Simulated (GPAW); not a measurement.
# Pd (Im-3m) in GPAW: reference runs

How does Pd come out in PBE? The cell is run as given and disturbed.

All numbers are computed with GPAW 26.7.0; they aren't measurements. Logs are shortened: lines on timing, memory, paths and dates and some standing lists are left out, and cuts for length are marked. The log counts tension as positive stress, the text compression.

## 1. The structure

Symmetry: Im-3m, No. 229, cubic system. The conventional cell has a = 3.145 Å, b = 3.145 Å, c = 3.145 Å, α = 90.00°, β = 90.00°, γ = 90.00°. Pd (site symmetry m-3m) is surrounded by 8 Pd at 2.72 Å.

This isn't the form of Pd at room conditions, which is fcc.

## 2. Single point, PBE

run.py

```python
from ase import Atoms
from ase.dft.bandgap import bandgap
from ase.io import write
from ase.units import GPa
from gpaw import GPAW, PW

atoms = Atoms(['Pd'],
              cell=[[-1.572281, 1.572281, 1.572281],
                    [1.572281, -1.572281, 1.572281],
                    [1.572281, 1.572281, -1.572281]],
              scaled_positions=[[0.0, 0.0, 0.0]],
              pbc=True)

calc = GPAW(mode=PW(600),
            xc='PBE',
            kpts={'size': (12, 12, 12), 'gamma': True},
            occupations={'name': 'fermi-dirac', 'width': 0.05},
            nbands=17,
            convergence={'density': 1e-05, 'energy': 1e-05},
            maxiter=150,
            txt='gpaw.txt')
atoms.calc = calc
energy = atoms.get_potential_energy()
forces = atoms.get_forces()
stress = atoms.get_stress()
calc.write('gs.gpw')
write('result.traj', atoms)
print(f'Energy: {energy:.6f} eV')
print('Forces (eV/A):')
print(forces.round(4))
print('Stress (GPa):', (stress / GPa).round(3))
print('Fermi level:', round(calc.get_fermi_level(), 4), 'eV')
print(f'Gap: {bandgap(calc)[0]:.4f} eV, direct: {bandgap(calc, direct=True)[0]:.4f} eV')
```

Potentials or basis: GPAW PAW data sets (gpaw-data 1.2.1), pw.

The run is started by

```sh
OMP_NUM_THREADS=1 python run.py
```

gpaw.txt:

```text
__  _  _
 | _ |_)|_||  |
 |__||  | ||/\| - 26.7.0

Input parameters:
  mode=PW(ecut=600.0),
  convergence={'density': 1e-05, 'energy': 1e-05},
  kpts=MonkhorstPack(size=(12, 12, 12), gamma=True),
  maxiter=150,
  nbands=17,
  occupations=Occupations(name='fermi-dirac', width=0.05),
  xc=XC(name='PBE')

Diagonalizing LCAO Hamiltonian
Converting LCAO to pw mode

       Pd

Atoms  # Å, Bohr magnetons
|   | symbol |        x |        y |        z |    initial magnetic moments |
|---|--------|----------|----------|----------|-----------------------------|
| 0 |     Pd | 0.000000 | 0.000000 | 0.000000 | ( 0.0000,  0.0000,  0.0000) |

Unit cell  # Å
| periodic |         x |         y |         z |  lengths |     angles |
|----------|-----------|-----------|-----------|----------|------------|
|      yes | -1.572281 |  1.572281 |  1.572281 | 2.723271 | 109.471221 |
|      yes |  1.572281 | -1.572281 |  1.572281 | 2.723271 | 109.471221 |
|      yes |  1.572281 |  1.572281 | -1.572281 | 2.723271 | 109.471221 |

Number of symmetries: 48
Symmetry operations  # r_c * U_cc + t_c -> r_c
|    | kind |            matrix            |
|----|------|------------------------------|
|  0 |  σ   |  1, 1, 1,  0, 0,-1,  0,-1, 0 |
|  1 |  C4  |  1, 1, 1,  0, 0,-1, -1, 0, 0 |
|  2 |  C2  |  1, 1, 1,  0,-1, 0,  0, 0,-1 |
|  3 |  S6  |  1, 1, 1,  0,-1, 0, -1, 0, 0 |
|  4 |  S6  |  1, 1, 1, -1, 0, 0,  0, 0,-1 |
|  5 |  C4  |  1, 1, 1, -1, 0, 0,  0,-1, 0 |
|  6 |  E   |  1, 0, 0,  0, 1, 0,  0, 0, 1 |
|  7 |  σ   |  1, 0, 0,  0, 1, 0, -1,-1,-1 |
|  8 |  σ   |  1, 0, 0,  0, 0, 1,  0, 1, 0 |
|  9 |  C3  |  1, 0, 0,  0, 0, 1, -1,-1,-1 |
| 10 |  C3  |  1, 0, 0, -1,-1,-1,  0, 1, 0 |
| 11 |  σ   |  1, 0, 0, -1,-1,-1,  0, 0, 1 |
| 12 |  σ   |  0, 1, 0,  1, 0, 0,  0, 0, 1 |
| 13 |  C2  |  0, 1, 0,  1, 0, 0, -1,-1,-1 |
| 14 |  C3  |  0, 1, 0,  0, 0, 1,  1, 0, 0 |
| 15 |  S4  |  0, 1, 0,  0, 0, 1, -1,-1,-1 |
| 16 |  S4  |  0, 1, 0, -1,-1,-1,  1, 0, 0 |
| 17 |  C3  |  0, 1, 0, -1,-1,-1,  0, 0, 1 |
| 18 |  C3  |  0, 0, 1,  1, 0, 0,  0, 1, 0 |
| 19 |  S4  |  0, 0, 1,  1, 0, 0, -1,-1,-1 |
| 20 |  σ   |  0, 0, 1,  0, 1, 0,  1, 0, 0 |
| 21 |  C3  |  0, 0, 1,  0, 1, 0, -1,-1,-1 |
| 22 |  C2  |  0, 0, 1, -1,-1,-1,  1, 0, 0 |
| 23 |  S4  |  0, 0, 1, -1,-1,-1,  0, 1, 0 |
| 24 |  C4  |  0, 0,-1,  1, 1, 1,  0,-1, 0 |
| 25 |  σ   |  0, 0,-1,  1, 1, 1, -1, 0, 0 |
| 26 |  S6  |  0, 0,-1,  0,-1, 0,  1, 1, 1 |
| 27 |  C2  |  0, 0,-1,  0,-1, 0, -1, 0, 0 |
| 28 |  C4  |  0, 0,-1, -1, 0, 0,  1, 1, 1 |
| 29 |  S6  |  0, 0,-1, -1, 0, 0,  0,-1, 0 |
| 30 |  S6  |  0,-1, 0,  1, 1, 1,  0, 0,-1 |
| 31 |  C4  |  0,-1, 0,  1, 1, 1, -1, 0, 0 |
| 32 |  C4  |  0,-1, 0,  0, 0,-1,  1, 1, 1 |
| 33 |  S6  |  0,-1, 0,  0, 0,-1, -1, 0, 0 |
| 34 |  σ   |  0,-1, 0, -1, 0, 0,  1, 1, 1 |
| 35 |  C2  |  0,-1, 0, -1, 0, 0,  0, 0,-1 |
| 36 |  C2  | -1, 0, 0,  1, 1, 1,  0, 0,-1 |
| 37 |  S6  | -1, 0, 0,  1, 1, 1,  0,-1, 0 |
| 38 |  S6  | -1, 0, 0,  0, 0,-1,  1, 1, 1 |
| 39 |  C2  | -1, 0, 0,  0, 0,-1,  0,-1, 0 |
| 40 |  C2  | -1, 0, 0,  0,-1, 0,  1, 1, 1 |
| 41 |  i   | -1, 0, 0,  0,-1, 0,  0, 0,-1 |
| 42 |  S4  | -1,-1,-1,  1, 0, 0,  0, 1, 0 |
| 43 |  C3  | -1,-1,-1,  1, 0, 0,  0, 0, 1 |
| 44 |  C3  | -1,-1,-1,  0, 1, 0,  1, 0, 0 |
| 45 |  σ   | -1,-1,-1,  0, 1, 0,  0, 0, 1 |
| 46 |  S4  | -1,-1,-1,  0, 0, 1,  1, 0, 0 |
| 47 |  C2  | -1,-1,-1,  0, 0, 1,  0, 1, 0 |

BZ-sampling:
  Number of BZ points: 1728
  Number of IBZ points: 72

  Monkhorst-Pack size: [12, 12, 12]
  Monkhorst-Pack shift: [0.041666666666666664, 0.041666666666666664, 0.041666666666666664]

K-points  # in reciprocal-cell coordinates
|     |                                coordinates |     weight |
|-----|--------------------------------------------|------------|
|   0 | ( -0.00000000,  -0.00000000,  -0.00000000) | 0.00057870 |
|   1 | (  0.08333333,  -0.00000000,  -0.00000000) | 0.00694444 |
|   2 | (  0.08333333,   0.08333333,  -0.08333333) | 0.00347222 |
|   3 | (  0.16666667,  -0.00000000,  -0.08333333) | 0.01388889 |
|   4 | (  0.16666667,  -0.00000000,  -0.00000000) | 0.00694444 |
|   5 | (  0.16666667,   0.08333333,  -0.08333333) | 0.01388889 |
|   6 | (  0.16666667,   0.16666667,  -0.16666667) | 0.00347222 |
|   7 | (  0.25000000,  -0.08333333,  -0.08333333) | 0.00462963 |
|   8 | (  0.25000000,  -0.00000000,  -0.08333333) | 0.02777778 |
|   9 | (  0.25000000,  -0.00000000,  -0.00000000) | 0.00694444 |
| ... |                                            |            |
|  71 | (  0.50000000,   0.50000000,   0.50000000) | 0.00057870 |

Plane wave coefficients: 539
Cutoff: 600.0 eV

Spin-components: 1 (collinear spins)
Bands:           17
Projectors:      6
Spin-degeneracy: 2
Datatype:        complex128

Density:
  Valence electrons: 16.0
  Components: 1
  Grid points: [16 16 16]
  Charge: 0.0  # |e|

Potential:
  Grid points: [16 16 16]

species:
  Pd:
    name:    Palladium
    Z:       46.0
    valence: 16
    core:    30
    charge:  0.0  # [|e|]
    compensation charges:
      type: gauss
      rc: 0.38  # [Å]
      lmax: 2
    cutoffs:
      filter: 2.38  # [Å]
      core: 2.28  # [Å]
    projectors
    | kind |    occ | energy [eV] | rcut [Å] |
    |------|--------|-------------|----------|
    |   5s |  0.000 |      -3.315 |    1.228 |
    |   4p |  6.000 |     -51.209 |    1.360 |
    |   5p |  0.000 |      -0.314 |    1.360 |
    |   4d | 10.000 |      -4.047 |    1.228 |
    |    s |        |      23.896 |    1.228 |
    |    d |        |      23.165 |    1.228 |

    Using partial waves for Pd as LCAO basis

Reference energy: -137227.490718  # eV

eigensolver:
  PPCG
  Converge bands: occupied
  niter=2

density mixing:
  MSR1-Mixer
  Pratt-step length: 0.05
  Maximum mixing coefficient: 0.75
  Old densities: 10
  SVD Regularization: 0.005
  Good broyden scale: 1.0
  Trust region scale: 1.0
  Backstep threshold: 4.0
  History deletion threshold: 6.0
  Fourier metric: weight=20.0, sigma=0.015

occupation numbers:
  Fermi-Dirac:
    width: 0.0500  # eV

poisson solver:
  ecut: 4800.0  # eV

xc functional:
  name: PBE with 2 nearest neighbor stencil

convergence criteria:
- Maximum integral of absolute [dens]ity change: 1e-05 electrons / valence electron
- Maximum [total energy] change in last 3 cyles: 1e-05 eV / valence electron
- Maximum integral of absolute [eigenst]ate change: 4e-08 eV^2 / valence electron
maximum number of iterations: 150

SCF iterations
|iter     | |      energy | eigst |  dens |
|---------|-|-------------|-------|-------|
|iter:   1| |   -4.811785 | -0.23 |       |
|iter:   2| |   -4.568057 | -2.60 | -0.98 |
|iter:   3| |   -3.849824 | -1.44 | -1.04 |
|iter:   4| |   -3.841771 | -3.34 | -2.01 |
|iter:   5| |   -3.839101 | -3.56 | -2.17 |
|iter:   6| |   -3.839103 | -6.21 | -3.58 |
|iter:   7| |   -3.839104c| -7.62c| -4.04 |
|iter:   8| |   -3.839104c| -8.41c| -5.14c|

Converged in 8 steps
Energy contributions relative to reference atoms: (reference = -137227.490718)

Energy contributions:
  Kinetic:          -3.949416
  Coulomb:          -0.836051
  Zero:             -0.166276
  External:          0.000000
  Xc:                1.117869
  Entropy:          -0.010462
  Spinorbit:         0.000000
  ----------------------------
  Free energy:      -3.844335
  Extrapolated:     -3.839104

dipole moment: (-4.654671, -4.654671, -4.654671)  # |e|*Ang

Fermi level: 8.635
Eigenvalues  # (at kpt = [-0.000, -0.000, -0.000])
| band index |      eig [eV] | occ [0-2] |
|------------|---------------|-----------|
|          0 |       -40.858 |     2.000 |
|          1 |       -40.858 |     2.000 |
|          2 |       -40.858 |     2.000 |
|          3 |         1.917 |     2.000 |
|          4 |         5.925 |     2.000 |
|          5 |         5.925 |     2.000 |
[... 9 lines left out ...]
|         15 |        39.755 |     0.000 |
|         16 |        39.755 |     0.000 |

No gap
No difference between direct/indirect transitions

Forces  # eV/Ang
|       x |        y |       z |
|---------|----------|---------|
| 0.00000 | -0.00000 | 0.00000 |  # Pd   0

Stress tensor  # eV/Ang^3
|         x |         y |        z |
|-----------|-----------|----------|
|  0.007038 | -0.000000 | 0.000000 |
| -0.000000 |  0.007038 | 0.000000 |
|  0.000000 |  0.000000 | 0.007038 |

# Writing to gs.gpw (mode='')
```

It took 11 s on 1 thread of Intel Xeon Platinum 8488C (Sapphire Rapids), shared host; peak memory 0.14 GiB.

What came out:

```yaml
Free_energy: -3.8443 eV
Pressure: -1.1 GPa
Band_gap_on_the_k_mesh: none (metal or under the smearing width)
```

## 3. Single point, PBE (cell strained at random at fixed volume)

run.py, as its differences from that of step 2:

```diff
@@ -1,4 +1,3 @@
-from ase import Atoms
 from ase.dft.bandgap import bandgap
-from ase.io import write
+from ase.io import read, write
 from ase.units import GPa
@@ -6,8 +5,3 @@
 
-atoms = Atoms(['Pd'],
-              cell=[[-1.572281, 1.572281, 1.572281],
-                    [1.572281, -1.572281, 1.572281],
-                    [1.572281, 1.572281, -1.572281]],
-              scaled_positions=[[0.0, 0.0, 0.0]],
-              pbc=True)
+atoms = read('POSCAR')
```

POSCAR

```
Pd
1.0
   -1.5991770000      1.5491200000      1.6284520000
    1.6029660000     -1.5085400000      1.5916620000
    1.5779050000      1.4872690000     -1.5878730000
Pd
1
Direct
    0.0129120000     -0.0010450000     -0.0121700000
```

Potentials or basis: GPAW PAW data sets (gpaw-data 1.2.1), pw.

The run is started by

```sh
OMP_NUM_THREADS=1 python run.py
```

gpaw.txt:

```text
__  _  _
 | _ |_)|_||  |
 |__||  | ||/\| - 26.7.0

Input parameters:
  mode=PW(ecut=600.0),
  convergence={'density': 1e-05, 'energy': 1e-05},
  kpts=MonkhorstPack(size=(12, 12, 12), gamma=True),
  maxiter=150,
  nbands=17,
  occupations=Occupations(name='fermi-dirac', width=0.05),
  xc=XC(name='PBE')

Diagonalizing LCAO Hamiltonian
Converting LCAO to pw mode

       Pd

Atoms  # Å, Bohr magnetons
|   | symbol |         x |        y |        z |    initial magnetic moments |
|---|--------|-----------|----------|----------|-----------------------------|
| 0 |     Pd | -0.041527 | 0.003479 | 0.038688 | ( 0.0000,  0.0000,  0.0000) |

Unit cell  # Å
| periodic |         x |         y |         z |  lengths |     angles |
|----------|-----------|-----------|-----------|----------|------------|
|      yes | -1.599177 |  1.549120 |  1.628452 | 2.758441 | 107.881859 |
|      yes |  1.602966 | -1.508540 |  1.591662 | 2.716354 | 112.233648 |
|      yes |  1.577905 |  1.487269 | -1.587873 | 2.687581 | 107.943377 |

Number of symmetries: 1
Symmetry operations  # r_c * U_cc + t_c -> r_c
|   | kind |            matrix            |
|---|------|------------------------------|
| 0 |  E   |  1, 0, 0,  0, 1, 0,  0, 0, 1 |

BZ-sampling:
  Number of BZ points: 1728
  Number of IBZ points: 868

  Monkhorst-Pack size: [12, 12, 12]
  Monkhorst-Pack shift: [0.041666666666666664, 0.041666666666666664, 0.041666666666666664]

K-points  # in reciprocal-cell coordinates
|     |                                coordinates |     weight |
|-----|--------------------------------------------|------------|
|   0 | ( -0.00000000,  -0.00000000,  -0.00000000) | 0.00057870 |
|   1 | ( -0.00000000,  -0.00000000,   0.08333333) | 0.00115741 |
|   2 | ( -0.00000000,  -0.00000000,   0.16666667) | 0.00115741 |
|   3 | ( -0.00000000,  -0.00000000,   0.25000000) | 0.00115741 |
|   4 | ( -0.00000000,  -0.00000000,   0.33333333) | 0.00115741 |
|   5 | ( -0.00000000,  -0.00000000,   0.41666667) | 0.00115741 |
|   6 | ( -0.00000000,  -0.00000000,   0.50000000) | 0.00057870 |
|   7 | ( -0.00000000,   0.08333333,  -0.41666667) | 0.00115741 |
|   8 | ( -0.00000000,   0.08333333,  -0.33333333) | 0.00115741 |
|   9 | ( -0.00000000,   0.08333333,  -0.25000000) | 0.00115741 |
| ... |                                            |            |
| 867 | (  0.50000000,   0.50000000,   0.50000000) | 0.00057870 |

Plane wave coefficients: 535
Cutoff: 600.0 eV

Spin-components: 1 (collinear spins)
Bands:           17
Projectors:      6
Spin-degeneracy: 2
Datatype:        complex128

Density:
  Valence electrons: 16.0
  Components: 1
  Grid points: [16 16 16]
  Charge: 0.0  # |e|

Potential:
  Grid points: [16 16 16]

species:
  Pd:
    name:    Palladium
    Z:       46.0
    valence: 16
    core:    30
    charge:  0.0  # [|e|]
    compensation charges:
      type: gauss
      rc: 0.38  # [Å]
      lmax: 2
    cutoffs:
      filter: 2.38  # [Å]
      core: 2.28  # [Å]
    projectors
    | kind |    occ | energy [eV] | rcut [Å] |
    |------|--------|-------------|----------|
    |   5s |  0.000 |      -3.315 |    1.228 |
    |   4p |  6.000 |     -51.209 |    1.360 |
    |   5p |  0.000 |      -0.314 |    1.360 |
    |   4d | 10.000 |      -4.047 |    1.228 |
    |    s |        |      23.896 |    1.228 |
    |    d |        |      23.165 |    1.228 |

    Using partial waves for Pd as LCAO basis

Reference energy: -137227.490718  # eV

eigensolver:
  PPCG
  Converge bands: occupied
  niter=2

density mixing:
  MSR1-Mixer
  Pratt-step length: 0.05
  Maximum mixing coefficient: 0.75
  Old densities: 10
  SVD Regularization: 0.005
  Good broyden scale: 1.0
  Trust region scale: 1.0
  Backstep threshold: 4.0
  History deletion threshold: 6.0
  Fourier metric: weight=20.0, sigma=0.015

occupation numbers:
  Fermi-Dirac:
    width: 0.0500  # eV

poisson solver:
  ecut: 4800.0  # eV

xc functional:
  name: PBE with 2 nearest neighbor stencil

convergence criteria:
- Maximum integral of absolute [dens]ity change: 1e-05 electrons / valence electron
- Maximum [total energy] change in last 3 cyles: 1e-05 eV / valence electron
- Maximum integral of absolute [eigenst]ate change: 4e-08 eV^2 / valence electron
maximum number of iterations: 150

SCF iterations
|iter     | |      energy | eigst |  dens |
|---------|-|-------------|-------|-------|
|iter:   1| |   -4.812059 | -0.24 |       |
|iter:   2| |   -4.567993 | -2.60 | -0.98 |
|iter:   3| |   -3.849743 | -1.44 | -1.04 |
|iter:   4| |   -3.841368 | -3.34 | -2.01 |
|iter:   5| |   -3.838613 | -3.55 | -2.17 |
|iter:   6| |   -3.838617 | -6.20 | -3.62 |
|iter:   7| |   -3.838618c| -7.58c| -4.05 |
|iter:   8| |   -3.838618c| -7.45c| -4.72 |
|iter:   9| |   -3.838618c| -8.70c| -5.98c|

Converged in 9 steps
Energy contributions relative to reference atoms: (reference = -137227.490718)

Energy contributions:
  Kinetic:          -3.938777
  Coulomb:          -0.845750
  Zero:             -0.166053
  External:          0.000000
  Xc:                1.117095
  Entropy:          -0.010267
  Spinorbit:         0.000000
  ----------------------------
  Free energy:      -3.843752
  Extrapolated:     -3.838618

dipole moment: (13.868429, -4.622678, -4.546112)  # |e|*Ang

Fermi level: 8.635
Eigenvalues  # (at kpt = [-0.000, -0.000, -0.000])
| band index |      eig [eV] | occ [0-2] |
|------------|---------------|-----------|
|          0 |       -40.867 |     2.000 |
|          1 |       -40.859 |     2.000 |
|          2 |       -40.858 |     2.000 |
|          3 |         1.918 |     2.000 |
|          4 |         5.638 |     2.000 |
|          5 |         6.025 |     2.000 |
[... 9 lines left out ...]
|         15 |        39.126 |     0.000 |
|         16 |        39.600 |     0.000 |

No gap
No difference between direct/indirect transitions

Forces  # eV/Ang
|        x |       y |       z |
|----------|---------|---------|
| -0.00001 | 0.00001 | 0.00001 |  # Pd   0

Stress tensor  # eV/Ang^3
|         x |         y |        z |
|-----------|-----------|----------|
|  0.004608 | -0.007811 | 0.002700 |
| -0.007811 |  0.012319 | 0.015206 |
|  0.002700 |  0.015206 | 0.002258 |

# Writing to gs.gpw (mode='')
```

Run time: 2 min. Hardware: 1 thread of Intel Xeon Platinum 8488C (Sapphire Rapids), shared host; peak memory 0.33 GiB.

Results:

```yaml
Free_energy: -3.8438 eV
Pressure: -1.0 GPa
Band_gap_on_the_k_mesh: none (metal or under the smearing width)
```

Levels at points of the mesh, in eV from the Fermi level:
```tsv
k point	band 5	band 6	band 7	band 8	band 9	band 10	band 11	band 12
(0.00, 0.00, 0.00)	-3.00	-2.61	-2.50	-1.11	-0.68	19.05	19.32	20.34
(0.00, 0.00, 0.50)	-3.95	-0.90	-0.52	0.62	1.76	7.98	14.81	17.33
(0.00, 0.50, 0.00)	-3.57	-1.22	-0.76	0.51	1.24	7.17	15.67	19.10
(0.00, 0.50, 0.50)	-3.83	-1.06	-0.56	0.64	1.77	7.99	14.92	17.52
(0.50, 0.00, 0.00)	-3.97	-0.91	-0.43	0.50	1.40	7.40	15.28	17.92
(0.50, 0.00, 0.50)	-3.54	-1.24	-0.79	0.52	1.28	7.23	15.71	18.99
(0.50, 0.50, 0.00)	-4.02	-0.83	-0.45	0.54	1.56	7.66	14.99	17.55
(0.50, 0.50, 0.50)	-4.80	0.09	0.18	0.37	8.44	8.81	10.32	16.26
```
